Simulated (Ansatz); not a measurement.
# Ga: one input, then a changed one

Structure: COD 9011089, as refined from experiment and not relaxed.

First run: DFT, r2SCAN, PAW with Ansatz's default frozen-core files, scalar-relativistic (Ansatz 0.2.0).

Command: `ansatz run input.yaml --threads 1 --pin off --max-ram 2048MiB --backend cpu --events-out ev --progress --plain --runs-dir out` The run took 66 s on 1 thread of Arm Neoverse V1, on a shared host, peak memory 0.71 GiB.

```yaml
crystal:
  lattice:
    - [1.383, -4.0265, 0.0]
    - [1.383, 4.0265, 0.0]
    - [-0.11745, 0.0, 3.32993]
  atoms:
    - { symbol: Ga, position: [0.869, 0.131, 0.25] }
    - { symbol: Ga, position: [0.131, 0.869, 0.75] }
kpoints:
  mp_grid: { grid: [14, 14, 11] }
  band_path:
    path:
      - [0.0, 0.0, 0.0]
      - [-0.5, 0.5, 0.0]
      - [-0.5, 0.5, 0.5]
      - [0.0, 0.0, 0.5]
      - [0.0, 0.0, 0.0]
      - [-0.5, 0.0, 0.5]
      - [0.0, 0.0, 0.0]
      - [-0.5, 0.0, 0.0]
    npoints: 5
scf:
  occupations: { method: fermi_dirac, width: 0.05 }
hamiltonian:
  xc: r2scan
  pseudopotentials: { kind: paw }
output:
  forces: true
  stress: true
  eigenvalues: true
  efg: { contact_densities: true }
  write_density: true
  write_potential: true
  elf: true
  volumetric_format: npy
```

Result: converged; pressure -1.31 GPa; largest force 0.204 eV/Å; no gap on the k mesh; 7 SCF iterations.

The input is then changed:

```diff
@@ -30,7 +30,6 @@
   eigenvalues: true
   efg: { contact_densities: true }
-  write_density: true
-  write_potential: true
-  elf: true
-  volumetric_format: npy
+basis:
+  ecutwfc: "200 eV"
+  ecutrho_ratio: 4
```

Task: Predict the outcome of the changed run.

Result: It converged; energy at zero smearing +8521.5 meV/atom from the first run; pressure -2.31 GPa; largest force 0.612 eV/Å; no gap on the k mesh; 8 SCF iterations. Some of these settings are too coarse for converged properties.

The results part of its log:

```
SCF 1 converged in 8 iterations: F = -7563.323467 eV  dr2 = 7.56e-8
  greatest PAW one-centre occupation: 0.997 electrons in one spin orbital (limit 2), on the Ga atom at site 1 (counted from 0), in its partial waves of l = 2
NSCF: frozen V_eff on 36 k-points
SCF converged after 8 iterations
Free energy (F): -7563.323467 eV
Harris-Foulkes:  -7563.323467 eV  (|F-HF|=2.01e-8)
Internal energy: -7563.318746 eV  (E = F + TS)
E sigma→0 (E₀):  -7563.321107 eV
Entropy (-TS):   -0.004720 eV (-2.360 meV/atom)
Fermi energy:    9.654141 eV
--- Per-component energies (eV) ---
  E_band       = -170.409067
  E_kinetic    = 247.348154
  E_local      = -3603.138743  (includes V_loc(G=0)·N_el)
  E_nonlocal   = 937.289376
  E_hartree    = 1699.775211
  E_xc         = -126.021004
  E_vxc        = -120.308226  (∫ρ·V_xc dr)
  E_paw        = -4086.974511  (= ΣΔE_a)
  E_vpaw       = -1037.387367  (= ΣTr[D̂ρ^β])
  E_aug_tail   = -0.093746  (compensation charges beyond the density's cutoff)
  E_vtau       = 6.335611  (kinetic-family band-sum trace: ∫τ·v_τ [+ j·A + Jᵃ·Aᵃ] dr)
  E_ewald      = -2630.197344
  E_core_change = -1.306140  (= ΣΔE_core)
  E_smearing   = -0.004720  (= −TS)
  E_closure    = -0.000000  (closes the sum)
  Σ components = -7563.323467   (vs F -7563.323467, Δ=0.00e0)
--- Forces (eV/Å), atoms counted from 1 ---
  atom   1  Ga     0.00000000     0.61165710     0.00000000
  atom   2  Ga     0.00000000    -0.61165710     0.00000000
  max |Σ_I F_I| component: 0.00e0 eV/Å
--- Stress (GPa, compression-positive) ---
       -2.204014       0.000000      -1.375042
        0.000000      -2.418768       0.000000
       -1.375042       0.000000      -2.302453
  P = ⅓ Tr σ = -2.3084 GPa (-23.084 kbar)
--- PAW observables at the nuclei: V_zz in 10²¹ V/m², potentials from the cell's mean, atoms counted from 1 ---
  atom   1  Ga V_zz =    +3.242472   η = 0.4849   by run symmetry: allowed
            electrostatic potential = -4117.836390 V   contact ρ = 187297.619488 e/Å³
  atom   2  Ga V_zz =    +3.242472   η = 0.4849   by run symmetry: allowed
            electrostatic potential = -4117.836390 V   contact ρ = 187297.619488 e/Å³
--- Band table (eV; the first three rows and the last of 582) ---
  k-point 0: bands = ["-10.2376", "-10.2197", "-10.0707", "-9.9627", "-9.9618", "-9.7580", "-9.7278", "-9.6570", "-9.5966", "-9.4522", "-2.0732", "7.4304", "7.8739", "11.3680", "15.8459", "19.9085", "20.3455"]
  k-point 1: bands = ["-10.3817", "-10.3215", "-10.2333", "-10.0724", "-9.9865", "-9.8497", "-9.8406", "-9.5900", "-9.5836", "-9.5527", "-1.9563", "7.5680", "7.6691", "10.6678", "17.0974", "19.4118", "19.6253"]
  k-point 2: bands = ["-10.2772", "-10.2381", "-10.1213", "-10.0434", "-9.9536", "-9.8656", "-9.8152", "-9.6484", "-9.6481", "-9.5407", "-1.6029", "6.7641", "7.9793", "10.0404", "17.6101", "17.6902", "19.6155"]
  k-point 581: bands = ["-10.4237", "-10.3467", "-10.3109", "-10.2644", "-10.1938", "-10.1662", "-10.0421", "-10.0383", "-9.8180", "-9.7390", "2.8751", "3.2123", "5.2086", "5.5447", "20.5099", "21.6228", "21.9572"]
```
